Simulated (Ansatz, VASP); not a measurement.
## Mg in VASP and in Ansatz

File INCAR:

```
  ALGO = Normal
  EDIFF = 1E-7
  ENCUT = 520
  GGA = PE
  ISIF = 2
  ISMEAR = 0
  LASPH = True
  LCHARG = False
  LREAL = False
  LWAVE = False
  NBANDS = 7
  NELM = 100
  PREC = Accurate
  SIGMA = 0.15
```

The input KPOINTS:

```
k-points
0
Gamma
  20 20 20
```

POSCAR

```
Mg
1.0
   -1.8359916300      1.8485871602      1.6931739572
    1.8359916300     -1.8233960998      1.6656340828
    1.8359916300      1.8233960998     -1.6656340828
Mg
1
Direct
    0.0000000000      0.0000000000      0.0000000000
```

Input for Ansatz:

```yaml
crystal:
  lattice:
    - [-1.83599163, 1.8485871602, 1.6931739572]
    - [1.83599163, -1.8233960998, 1.6656340828]
    - [1.83599163, 1.8233960998, -1.6656340828]
  atoms:
    - { symbol: Mg, position: [0.0, 0.0, 0.0] }
basis:
  ecutwfc: 420
kpoints:
  mp_grid: { grid: [20, 20, 20] }
hamiltonian:
  xc: pbe
scf:
  occupations: { method: gaussian, width: 0.15 }
output:
  forces: true
  stress: true
  eigenvalues: true
```

Change from the starting cell: strain +0.0150 x Voigt [0, 0, 0, 1, 0, 0], atoms carried along.

Alike in both runs: task single point; functional PBE; k mesh 20 × 20 × 20; occupations gaussian, width 0.15 eV; no spin polarisation.

|  | VASP | Ansatz |
| --- | --- | --- |
| version | VASP 6.6.1 | Ansatz 0.2.0 |
| potentials or method | VASP PAW PBE potentials, release 64 (Mg) | scalar-relativistic, plane waves, PAW |
| plane-wave cutoff (eV) | 520 | 420 |
| valence electrons in the cell | 2 | 10 |

```csv
,VASP,Ansatz,Ansatz less VASP
gap on the k mesh at the Fermi level (eV),none,none,-
pressure (GPa),0.4,0.6,+0.13
largest component of the traceless stress (GPa),0.55,0.55,0.000
```

A gap of «none» marks a metal or a gap that the smearing closes. The two sets of potentials don't hold the same shells in valence.
